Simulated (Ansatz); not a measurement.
# How far is PAW off for Mg2Si?

```
Mg Si
1.0
     0.00000    3.19500    3.19500
     3.19500    0.00000    3.19500
     3.19500    3.19500    0.00000
Mg Si
2 1
Direct
  0.25000 0.25000 0.25000
  0.75000 0.75000 0.75000
  0.00000 0.00000 0.00000
```

Atom numbers follow the list: Mg1, Mg2, Si3.

The geometry is COD entry 9009039, unchecked; take it as a test cell. It differs from other determinations.

All numbers are computed: DFT, LDA, PAW with Ansatz's default frozen-core files, scalar-relativistic (Ansatz 0.2.0); DFT, LDA, all-electron PAW with datasets made for the crystal, scalar-relativistic (Ansatz 0.2.0); DFT, LDA, all-electron LAPW, scalar-relativistic (Ansatz 0.2.0).

For PAW: a Γ-centred 11×11×11 k mesh, Fermi–Dirac smearing of 0.05 eV, cutoff 420 eV, no spin polarisation; the PAW files were made with PBE, and the program remakes their frozen cores for this functional. The crystal-made all-electron datasets (AE datasets) take a cutoff of 140 eV at this cell. LAPW targets a basis error of 1 meV/atom. The Ansatz runs share mesh, smearing and spin set-up. Plane-wave (PAW) pressures include the program's estimate of the Pulay term.

Stress and pressure are positive in compression.

Levels count from the top of the valence band.

```
                      quantity     PAW  AE datasets    LAPW
                pressure (GPa)   -3.21        -3.20   -3.20
                 band gap (eV)   0.188        0.190   0.190
highest filled level at Γ (eV)   0.000        0.000   0.000
  lowest empty level at Γ (eV)   1.622        1.622   1.622
highest filled level at L (eV)  -0.698       -0.697  -0.697
  lowest empty level at L (eV)   1.065        1.067   1.067
highest filled level at U (eV)  -1.605       -1.604  -1.604
  lowest empty level at U (eV)   0.628        0.630   0.630
```

PAW's pressure differs from the LAPW value by about 0.01 GPa or less.
